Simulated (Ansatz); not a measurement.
SrF2:
```
SrF2
1.0
    0.00000     2.92867     2.92867
    2.92867     0.00000     2.92867
    2.92867     2.92867     0.00000
Sr F
1 2
Cartesian
  0.00000   0.00000   0.00000
  1.46434   1.46434   1.46434
  4.39301   4.39301   4.39301
```

Cartesian axes are those of the cell as given.

Q: Give the high-frequency dielectric tensor and the Born effective charge tensors of the independent atoms from DFPT, plane-wave PAW PBE (Ansatz code).

A: 
ε∞:
```
2.22  0.00  0.00
0.00  2.22  0.00
0.00  0.00  2.22
```
Z* of atom 1 (Sr), rows: field, columns: displacement, in e:
```
2.41  0.00  0.00
0.00  2.41  0.00
0.00  0.00  2.41
```
Z* of atom 2 (F), rows: field, columns: displacement, in e:
```
-1.20   0.00   0.00
 0.00  -1.20   0.00
 0.00   0.00  -1.20
```

Static charges for comparison (Bader): Sr1 +1.70, F2 -0.85 e. Born charges measure polarisation by displacement and can exceed these by far.

Space group Fm-3m (fluorite). The PBE relaxation kept the symmetry of its start; phonons on a q-mesh show no instability. Scalar-relativistic: spin–orbit coupling is off unless named, which matters more the heavier the elements.

Potentials: the later of the program's two PAW sets.
